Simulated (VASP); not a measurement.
# ZnO (zincite) (P6_3mc) in VASP: further runs

Runs on ZnO (zincite). Level: LDA. Tasks: single point, relaxation of cell and atoms.

Program: VASP 6.6.1. These are calculated values, not measurements. Logs are shortened: lines on timing, memory, paths and dates and some standing lists are left out, and cuts for length are marked.

**What was measured.**

From “Electronic structure of alkaline earth and post-transition metal oxides”, 2009, arxiv:0908.1581, for a bulk crystal of ZnO: band gap 3.37 eV.

The results are compared with them further down.

## Step 1: The structure

The structure is hexagonal, space group P6_3mc (No. 186). Conventional cell: a = 3.187 Å, b = 3.187 Å, c = 5.153 Å, α = 90.00°, β = 90.00°, γ = 120.00°. Zn (site symmetry 3m) has 4 O at 1.94 to 1.95 Å as nearest neighbours. O (site symmetry 3m) is surrounded by 4 Zn at 1.94 to 1.95 Å.

## Step 2: Single point, LDA

File INCAR:

```
SYSTEM = ZnO
  PREC = Accurate
  ENCUT = 520
  EDIFF = 1E-6
  ISMEAR = 0
  SIGMA = 0.02
  LREAL = .False.
  LASPH = .True.
  NELM = 80
  ALGO = Normal
  ISIF = 2
  LWAVE = .False.
  LCHARG = .True.
  LELF = .True.
  LVHAR = .True.
  NBANDS = 26
```

File KPOINTS:

```
regular mesh
0
Gamma
  9 9 6
  0 0 0
```

File POSCAR:

```
ZnO
1.0
    3.1868519158      0.0000000000      0.0000000000
   -1.5934259579      2.7598947172      0.0000000000
    0.0000000000      0.0000000000      5.1534131039
Zn O
2 2
Direct
    0.3333333333      0.6666666667      0.5003362527
    0.6666666667      0.3333333333      0.0003362527
    0.6666666667      0.3333333333      0.3786737473
    0.3333333333      0.6666666667      0.8786737473
```

Potentials or basis: VASP PAW LDA potentials, release 64 (Zn, O).

The run is started by

```bash
$ cat potpaw_LDA.64/Zn/POTCAR potpaw_LDA.64/O/POTCAR > POTCAR
$ mpirun -np 1 vasp_std > vasp.out
```

OUTCAR:

```text
SYSTEM = ZnO
   PREC = Accurate
   ENCUT = 520
   EDIFF = 1E-6
   ISMEAR = 0
   LREAL = .False.
   LASPH = .True.
   NELM = 80
   ISIF = 2

 ion  position               nearest neighbor table
   1  0.333  0.667  0.500-   3 1.94   3 1.94   3 1.94   4 1.95
   2  0.667  0.333  0.000-   4 1.94   4 1.94   4 1.94   3 1.95
   3  0.667  0.333  0.379-   1 1.94   1 1.94   1 1.94   2 1.95
   4  0.333  0.667  0.879-   2 1.94   2 1.94   2 1.94   1 1.95

  LATTYP: Found a hexagonal cell.
 ALAT       =     3.1868519158
 C/A-ratio  =     1.6170858390

  Lattice vectors:

 A1 = (   3.1868519158,   0.0000000000,   0.0000000000)
 A2 = (  -1.5934259579,   2.7598947172,   0.0000000000)
 A3 = (   0.0000000000,   0.0000000000,   5.1534131039)

Analysis of symmetry for initial positions (statically):
=====================================================================
 Subroutine PRICEL returns:
 Original cell was already a primitive cell.

 Routine SETGRP: Setting up the symmetry group for a
 hexagonal supercell.

 Subroutine GETGRP returns: Found 12 space group operations
 (whereof  6 operations were pure point group operations)
 out of a pool of 24 trial point group operations.

The static configuration has the point symmetry C_3v.
 The point group associated with its full space group is C_6v.

Analysis of symmetry for dynamics (positions and initial velocities):
=====================================================================
 Subroutine PRICEL returns:
 Original cell was already a primitive cell.

 Routine SETGRP: Setting up the symmetry group for a
 hexagonal supercell.

 Subroutine GETGRP returns: Found 12 space group operations
 (whereof  6 operations were pure point group operations)
 out of a pool of 24 trial point group operations.

The dynamic configuration has the point symmetry C_3v.
 The point group associated with its full space group is C_6v.

 Subroutine INISYM returns: Found 12 space group operations
 (whereof  6 operations are pure point group operations),
 and found     1 'primitive' translations

----------------------------------------------------------------------------------------

                                     Primitive cell

  volume of cell :      45.3262

  direct lattice vectors                    reciprocal lattice vectors
     3.186851916  0.000000000  0.000000000     0.313789290  0.181166331  0.000000000
    -1.593425958  2.759894717  0.000000000     0.000000000  0.362332662  0.000000000
     0.000000000  0.000000000  5.153413104     0.000000000  0.000000000  0.194046155
[... 90 lines left out ...]
   EDIFFG = 0.1E-04   stopping-criterion for IOM
   NSW    =      0    number of steps for IOM
   IBRION =     -1    ionic relax: 0-MD 1-quasi-New 2-CG
   NFREE  =      0    steps in history (QN), initial steepest desc. (CG)
   ISIF   =      2    stress and relaxation
   ISYM   =      2    0-nonsym 1-usesym 2-fastsym
   POTIM  = 0.5000    time-step for ionic-motion
   TEBEG  =    0.0;   TEEND  =   0.0 temperature during run
   PSTRESS=    0.0 pullay stress
   NELECT =      36.0000    total number of electrons
   NUPDOWN=      -1.0000    fix difference up-down
   EMIN   =  10.00;   EMAX   =-10.00  energy-range for DOS
   EFERMI =   0.00;   METHOD = LEGACY
   ISMEAR =     0;   SIGMA  =   0.02  broadening in eV -4-tet -1-fermi 0-gaus
   EFERMI_NEDOS =   21; number of points for ismear=-14 and -15
   IALGO  =     38    algorithm
   IMIX   =      4    mixing-type and parameters
     AMIX     =   0.40;   BMIX     =  1.00
     AMIX_MAG =   1.60;   BMIX_MAG =  1.00
  volume/ion in A,a.u.               =      11.33        76.47
  Fermi-wavevector in a.u.,A,eV,Ry     =   1.516093  2.865001 31.273513  2.298538
  Thomas-Fermi vector in A             =   2.625529
   LORBIT       =      0    0 simple, 1 ext, 2 COOP (PROOUT), +10 PAW based schemes
   GGA     = CA    functional components
   LHFCALC =     F    Hartree Fock is set to
   AEXX    =    0.0000 exact exchange contribution
   IVDW    =     0    specifies the selected vdW correction
   LEPSILON=     F    determine dielectric tensor
   LRPA    =     F    only Hartree local field effects (RPA)
 non-spin polarized calculation
 Gauss-broadening in eV      SIGMA  =   0.02
  energy-cutoff  :      520.00
  volume of cell :       45.33
 maximum number of plane-waves:      1237
 NGX is ok and might be reduce to    24
   NGX = 11   NGY = 11   NGZ = 19

 number of electron      35.9999983 magnetization

 Free energy of the ion-electron system (eV)
  ---------------------------------------------------
  ext. energy  EPLUGINS =         0.00000000
  ---------------------------------------------------
  free energy    TOTEN  =       -21.15668658 eV

  energy without entropy =      -21.15668658  energy(sigma->0) =      -21.15668658

 E-fermi :   1.4871     XC(G=0): -11.7254

 val. band max:        1.3521157689   @ k =   0.0000   0.0000   0.0000
 cond. band min:       2.1602015611   @ k =   0.0000   0.0000   0.0000
 fundamental gap:      0.8080857922
 Fermi energy:         1.4870895320

 k-point     1 :       0.0000    0.0000    0.0000
  band No.  band energies     occupation
      1     -16.8725      2.00000
      2     -16.0298      2.00000
      3      -4.7744      2.00000
      4      -4.6803      2.00000
      5      -4.6803      2.00000
      6      -4.6434      2.00000
[... 685 lines left out ...]
     25      14.7313      0.00000
     26      16.0269      0.00000

 [... further k-points ...]

------------------------ aborting loop because EDIFF is reached ----------------------------------------

  FORCE on cell =-STRESS in cart. coord.  units (eV):
  Direction    XX          YY          ZZ          XY          YZ          ZX
  --------------------------------------------------------------------------------------
  -------------------------------------------------------------------------------------
  Total        0.3204057      0.3204057      0.3097051      0.0000000      0.0000000      0.0000000
  in kB       11.3256063     11.3256063     10.9473657      0.0000000      0.0000000      0.0000000
  external PRESSURE =      11.1995261 kB  Pullay stress =       0.0000000 kB

 VOLUME and BASIS-vectors are now :
 -----------------------------------------------------------------------------
  energy-cutoff  :      520.00
  volume of cell :       45.33
      direct lattice vectors                 reciprocal lattice vectors
     3.186851916  0.000000000  0.000000000     0.313789290  0.181166331  0.000000000
    -1.593425958  2.759894717  0.000000000     0.000000000  0.362332662  0.000000000
     0.000000000  0.000000000  5.153413104     0.000000000  0.000000000  0.194046155

 POSITION                                       TOTAL-FORCE (eV/Angst)
 -----------------------------------------------------------------------------------
     -0.00000      1.83993      2.57844         0.000000     -0.000000      0.000875
      1.59343      0.91996      0.00173         0.000000      0.000000      0.000875
      1.59343      0.91996      1.95146        -0.000000      0.000000     -0.000875
     -0.00000      1.83993      4.52817         0.000000     -0.000000     -0.000875
 -----------------------------------------------------------------------------------
    total drift:                                0.000001      0.000001     -0.000029

  FREE ENERGIE OF THE ION-ELECTRON SYSTEM (eV)
  ---------------------------------------------------
  free  energy   TOTEN  =       -21.1566865841 eV

  energy  without entropy=      -21.1566865841  energy(sigma->0) =      -21.15668658
```

OSZICAR:

```text
N       E                     dE             d eps       ncg     rms          rms(c)
DAV:   1     0.296061596895E+03    0.29606E+03   -0.18107E+04  2520   0.204E+03
DAV:   2     0.759905316320E+01   -0.28846E+03   -0.27067E+03  2600   0.417E+02
DAV:   3    -0.236363679558E+02   -0.31235E+02   -0.30840E+02  2828   0.140E+02
DAV:   4    -0.242331051472E+02   -0.59674E+00   -0.59550E+00  2714   0.197E+01
DAV:   5    -0.242361521112E+02   -0.30470E-02   -0.30468E-02  2756   0.147E+00    0.156E+01
DAV:   6    -0.210570522450E+02    0.31791E+01   -0.59868E+00  3956   0.606E+01    0.999E+00
DAV:   7    -0.212217784958E+02   -0.16473E+00   -0.27019E+00  2570   0.164E+01    0.585E+00
DAV:   8    -0.212059236178E+02    0.15855E-01   -0.54575E-01  3330   0.704E+00    0.166E+00
DAV:   9    -0.211545844790E+02    0.51339E-01   -0.10131E-01  3610   0.658E+00    0.322E-01
DAV:  10    -0.211567364624E+02   -0.21520E-02   -0.35185E-02  2542   0.131E+00    0.899E-02
DAV:  11    -0.211566870907E+02    0.49372E-04   -0.42561E-04  3074   0.312E-01    0.227E-02
DAV:  12    -0.211566858441E+02    0.12466E-05   -0.73659E-05  3032   0.274E-01    0.787E-03
DAV:  13    -0.211566865841E+02   -0.73999E-06   -0.79889E-06  3184   0.838E-02
   1 F= -.21156687E+02 E0= -.21156687E+02  d E =-.770736E-24
```

Run time: 24 s. Hardware: 1 thread of Intel Xeon Platinum 8488C (Sapphire Rapids), shared host; peak memory 0.16 GiB.

Results:

```yaml
Free_energy: -21.1567 eV
Pressure: 1.1 GPa
Band_gap_on_the_k_mesh: 0.81 eV, direct
```

Levels at points of the mesh, in eV from the valence-band top:
```
           k point  band 15  band 16  band 17  band 18  band 19  band 20  band 21  band 22
(0.00, 0.00, 0.00)    -0.86    -0.10     0.00     0.00     0.81     5.29     8.20    12.97
(0.00, 0.00, 0.50)    -0.43    -0.43    -0.43    -0.43     3.49     3.49    10.05    10.05
```

## Step 3: Relaxation of cell and atoms, LDA

This run uses another cell than the first one, of 11.90 Å³/atom, 1.050 times its volume.

File INCAR:

```
PREC = Accurate ; ENCUT = 600
EDIFF = 1E-6 ; ISMEAR = 0
SIGMA = 0.02 ; LREAL = F
LASPH = T ; NELM = 60
ALGO = Normal ; ISIF = 3
LWAVE = F ; LCHARG = F
GGA = CA ; IBRION = 2
NSW = 100 ; EDIFFG = -0.005
```

File KPOINTS:

```
regular mesh
0
Gamma
  9 9 6
```

File POSCAR:

```
ZnO
1.0
    3.2493080000      0.0000000000      0.0000000000
   -1.6246540000      2.8139832727      0.0000000000
    0.0000000000      0.0000000000      5.2057090000
Zn O
2 2
Direct
    0.3333333333      0.6666666667      0.5000000000
    0.6666666667      0.3333333333      0.0000000000
    0.6666666667      0.3333333333      0.3790100000
    0.3333333333      0.6666666667      0.8790100000
```

Potentials or basis: VASP PAW LDA potentials, release 64 (Zn, O).

The run is started by

```bash
$ cat potpaw_LDA.64/Zn/POTCAR potpaw_LDA.64/O/POTCAR > POTCAR
$ mpirun -np 1 vasp_std > vasp.out
```

Wall time 3.1 min (1 thread of Intel Xeon Platinum 8488C (Sapphire Rapids), shared host); peak memory 0.19 GiB.

It converged, with:

```yaml
Free_energy: -21.1677 eV
Relaxed_volume: 11.41 Å³/atom
Relaxed_cell: a = 3.194 Å, b = 3.194 Å, c = 5.164 Å, α = 90.00°, β = 90.00°, γ = 120.00°
Space_group_after_relaxing_to_0.05_Å: P6_3mc (No. 186)
Energy_gained_by_relaxing: 10.4 meV/atom
Ionic_steps: 11
Pressure_after_relaxing: 0.0 GPa
Largest_force_after_relaxing: 0.004 eV/Å
Band_gap_on_the_k_mesh: 0.80 eV, direct
```

Forces on the atoms (eV/Å):
```
Zn   0.000  0.000 -0.004
Zn   0.000  0.000 -0.004
O    0.000  0.000  0.004
O    0.000  0.000  0.004
```

Step by step:
```tsv
step	energy change (eV)	largest force (eV/Å)	pressure (GPa)	volume (Å³)
1	0.0000	0.0553	-6.25	47.60
2	-0.0262	0.0408	4.44	44.47
3	-0.0413	0.0022	0.05	45.61
4	-0.0413	0.0041	-0.06	45.65
5	-0.0414	0.0189	-0.27	45.66
6	-0.0414	0.0185	-0.15	45.66
7	-0.0415	0.0184	0.08	45.59
8	-0.0415	0.0186	0.09	45.57
9	-0.0416	0.0018	0.15	45.58
10	-0.0416	0.0030	0.06	45.58
11	-0.0416	0.0035	0.01	45.62
```

Final structure:
```
CELL_PARAMETERS angstrom
3.19392 0.00000 0.00000
-1.59696 2.76602 0.00000
0.00000 0.00000 5.16412
ATOMIC_POSITIONS crystal
Zn 0.33333 0.66667 0.50036
Zn 0.66667 0.33333 0.00036
O 0.66667 0.33333 0.37865
O 0.33333 0.66667 0.87865
```

Levels at points of the mesh, in eV from the valence-band top:
| k point | band 14 | band 15 | band 16 | band 17 | band 18 | band 19 | band 20 | band 21 | band 22 |
| --- | --- | --- | --- | --- | --- | --- | --- | --- | --- |
| (0.00, 0.00, 0.00) | -0.85 | -0.85 | -0.10 | 0.00 | 0.00 | 0.80 | 5.27 | 8.18 | 12.94 |
| (0.00, 0.00, 0.50) | -2.32 | -0.42 | -0.42 | -0.42 | -0.42 | 3.48 | 3.48 | 10.03 | 10.03 |

Expect the measured gap to be larger: semilocal functionals such as LDA lack the derivative discontinuity. Zero-point motion and thermal expansion aren't in these numbers.

## Step 4: Against experiment

Step 2. Measured gap of ZnO: 3.37 eV (quoted in “Electronic structure of alkaline earth and post-transition metal oxides”, 2009, arxiv:0908.1581). This calculation gives 0.81 eV (-2.56 eV). So large a miss can be the level of theory's own, or it may mean another phase, state or a wrong row. The value is that of LDA, without temperature or zero-point motion. Semilocal functionals fall short of measured gaps as a rule.
